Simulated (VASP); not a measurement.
Set up this calculation in VASP 6.6.1, as the native input.

```yaml
Task: single point
Functional: PBE
Potentials_or_basis: VASP PAW PBE potentials, release 64 (Rb_sv, Br)
Cutoff: 520 eV
k_mesh: 4 × 4 × 4
Occupations: gaussian, width 0.1 eV
Spin: no spin polarisation
Dipole_correction: no
Further_INCAR_settings: ALGO = Normal; EDIFF = 1e-06; NBANDS = 15
```

The structure of RbBr lies in POSCAR:

```
RbBr
1.0
    0.0000000000      3.4559502600      3.4559502600
    3.4559502600      0.0000000000      3.4559502600
    3.4559502600      3.4559502600      0.0000000000
Rb Br
1 1
Direct
    0.0000000000      0.0000000000      0.0000000000
    0.5000000000      0.5000000000      0.5000000000
```

The cell is a database's computed one.

These files were run (other wordings do the same):

INCAR

```
PREC = Accurate ; ENCUT = 520
EDIFF = 1E-6 ; ISMEAR = 0
SIGMA = 0.1 ; LREAL = False
LASPH = True ; NELM = 100
ALGO = Normal ; ISIF = 2
LWAVE = False ; LCHARG = False
GGA = PE ; NBANDS = 15
```

KPOINTS

```
regular mesh
0
Gamma
  4 4 4
```

Potentials or basis: VASP PAW PBE potentials, release 64 (Rb_sv, Br).

Command:

```bash
$ cat potpaw_PBE.64/Rb_sv/POTCAR potpaw_PBE.64/Br/POTCAR > POTCAR
$ mpirun -np 1 vasp_std > vasp.out
```

It gave:

```
Pressure               : 0.6 GPa
Band gap on the k mesh : 4.30 eV, direct
```

It took 5.4 s on 1 thread of Intel(R) Xeon(R) 6975P-C (Granite Rapids), with other jobs on the host, peak memory 0.2 GiB.
